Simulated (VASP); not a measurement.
Wanted: the native input for a VASP 6.6.1 run.

```yaml
Task: single point
Functional: revPBE
Dispersion: D3(BJ)
Potentials_or_basis: VASP PAW PBE potentials, release 64 (Si)
Cutoff: 520 eV
k_mesh: 8 × 8 × 8
Occupations: methfessel-paxton, width 0.15 eV
Spin: no spin polarisation
Dipole_correction: no
Further_INCAR_settings: ALGO = Fast; EDIFF = 1e-06; NBANDS = 11
```

The structure of Si lies in POSCAR:

```
Si
1.0
    0.0383810000      2.7705450000      2.7287120000
    2.6806370000      0.0495870000      2.7175060000
    2.7252180000      2.8039200000      0.0050060000
Si
2
Direct
    0.5000000000      0.5000000000      0.5000000000
    0.7500000000      0.7500000000      0.7500000000
```

The cell isn't the ideal one: cell strained at random at fixed volume.

One way to write it, as run:

INCAR

```
SYSTEM = Si
  ALGO = Fast
  EDIFF = 1E-6
  ENCUT = 520
  GGA = RE
  ISIF = 2
  ISMEAR = 1
  IVDW = 12
  LASPH = .TRUE.
  LCHARG = .FALSE.
  LREAL = .FALSE.
  LWAVE = .FALSE.
  NBANDS = 11
  NELM = 80
  PREC = Accurate
  SIGMA = 0.15
```

KPOINTS

```
k-points
0
G
  8 8 8
  0 0 0
```

Potentials or basis: VASP PAW PBE potentials, release 64 (Si).

The run is started by

```sh
$ cat potpaw_PBE.64/Si/POTCAR > POTCAR
$ mpirun -np 1 vasp_std > vasp.out
```

It gave:

| Quantity | Value |
| --- | --- |
| Pressure | -2.5 GPa |
| Largest force | 0.300 eV/Å |
| Band gap on the k mesh | 0.43 eV, indirect (least direct gap 2.22 eV) |
| Dispersion energy per atom | -0.610 eV |

Caveat: the PAW data sets were made with another functional, which shifts forces and pressure a little.

Run time: 91 s on 1 thread of Intel(R) Xeon(R) Platinum 8488C (Sapphire Rapids), on a shared host, peak memory 0.22 GiB.
